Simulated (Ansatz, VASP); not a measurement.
# One calculation of Ti, two programs

```xyz
1
Lattice="0.0000 2.0808 2.0300 2.0808 0.0000 2.0300 2.0808 2.0808 0.0000" Properties=species:S:1:pos:R:3 pbc="T T T"
Ti    0.0000    0.0000    0.0000
```

Change from the starting cell: strain +0.025 along x and y, +0.000 along z, atoms carried along.

Alike in both runs: task single point; functional PBEsol; k mesh 20 × 20 × 20; occupations gaussian, width 0.15 eV; no spin polarisation.

```csv
,VASP,Ansatz
version,VASP 6.6.1,Ansatz 0.2.0
potentials or method,"VASP PAW PBE potentials, release 64 (Ti_sv)","scalar-relativistic, plane waves, PAW"
plane-wave cutoff (eV),520,420
valence electrons in the cell,12,12
```

Ansatz gave:

* gap on the k mesh at the Fermi level (eV): none
* pressure (GPa): -5.4
* largest component of the traceless stress (GPa): 0.56

Problem. What did VASP give for the same quantities?

Solution. gap on the k mesh at the Fermi level (eV): none; pressure (GPa): -5.6; largest component of the traceless stress (GPa): 0.57.

A gap of «none» marks a metal or a gap that the smearing closes. The functional is the same, so the differences come from potentials, cutoffs and numerics.

Caveats: the PAW data sets were made with another functional, which shifts forces and pressure a little (VASP).
